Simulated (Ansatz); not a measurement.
Crystal: I.

```
I
1.0
     0.00000    2.36560    3.90984
     2.19225    0.00000    3.90984
     2.19225    2.36560    0.00000
I
1
Direct
  0.00000 0.00000 0.00000
```

| Property | Result |
| --- | --- |
| Program | Ansatz 0.2.0 |
| Task | relaxation of cell and atoms |
| Functional | B3LYP |
| Potentials or basis | Ansatz PAW |
| Cutoff | 420 eV (not typed: the program's choice for these potentials) |
| k mesh | 5 × 5 × 5 |
| Occupations | fermi-dirac, width 0.05 eV |
| Spin | no spin polarisation |

At the start: volume 40.55 Å³/atom.

Question: Where does the relaxation end?

Answer: It ends after 22 steps and the volume is 62.86 Å³/atom (+55.0 %); space group Fmmm (No. 69, to 0.05 Å).

The path:
```
step  energy change (eV)  largest force (eV/Å)  volume (Å³)
   1              0.0000                0.0000        40.55
   2             -0.0185                0.0000        43.00
   3             -0.0301                0.0000        45.23
   4             -0.0362                0.0000        46.97
   5             -0.0367                0.0000        47.64
   6             -0.0398                0.0000        47.64
   7             -0.0418                0.0000        48.72
   8             -0.0444                0.0000        50.74
   9             -0.0455                0.0000        52.15
  10             -0.0457                0.0000        54.17
  11             -0.0458                0.0000        53.80
  12             -0.0458                0.0000        53.61
  13             -0.0473                0.0000        53.61
  14             -0.0479                0.0000        54.62
  15             -0.0488                0.0000        56.65
  16             -0.0494                0.0000        58.68
  17             -0.0494                0.0000        59.43
  18             -0.0494                0.0000        59.76
  19             -0.0504                0.0000        59.76
  20             -0.0507                0.0000        60.84
  21             -0.0511                0.0000        62.86
  22             -0.0514                0.0000        62.86
```

Final structure:
```cif
data_structure
_symmetry_space_group_name_H-M 'P 1'
_symmetry_Int_Tables_number 1
_cell_length_a 6.4296
_cell_length_b 6.3269
_cell_length_c 3.2639
_cell_angle_alpha 76.926
_cell_angle_beta 73.440
_cell_angle_gamma 29.635
_cell_volume 62.86
loop_
_atom_site_label
_atom_site_type_symbol
_atom_site_fract_x
_atom_site_fract_y
_atom_site_fract_z
_atom_site_occupancy
I1 I 0.00000 0.00000 0.00000 1
```

Caveat: the k mesh is coarse (spacing up to 0.42 Å⁻¹), so the values aren't converged, least of all with exact exchange; the volume moved by over 15 % at a fixed basis, so the end points are rough; the plane-wave basis is chosen anew once the cell has moved, so the energies of steps on either side of that aren't comparable; an odd number of electrons without spin polarisation forces a metal; a magnetic or distorted state may lie lower; the PAW data sets come from PBE, with cores solved anew for the run's functional, which leaves a small shift of forces and pressure.
